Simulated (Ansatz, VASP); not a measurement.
Two plane-wave programs on Sn

```xyz
2
Lattice="-2.8801 2.8801 1.5667 2.8801 -2.8801 1.5667 2.8801 2.8801 -1.5667" Properties=species:S:1:pos:R:3 pbc="T T T"
Sn    0.0000    0.0000    0.0000
Sn    0.0000    2.8801    0.7833
```

Change from the starting cell: volume scaled by 0.94.

Alike in both runs: task single point; functional PBE; k mesh 9 × 9 × 9; occupations fermi-dirac, width 0.05 eV; no spin polarisation.

```csv
,VASP,Ansatz
version,VASP 6.6.1,Ansatz 0.2.0
potentials or method,"VASP PAW PBE potentials, release 64 (Sn_d)",Ansatz PAW
plane-wave cutoff (eV),520,420
valence electrons in the cell,28,28
```

```csv
,VASP,Ansatz,Ansatz less VASP
gap on the k mesh at the Fermi level (eV),none,none,-
pressure (GPa),5.2,5.3,+0.06
largest component of the traceless stress (GPa),0.55,0.55,+0.005
```

A gap of «none» marks a metal or a gap that the smearing closes.
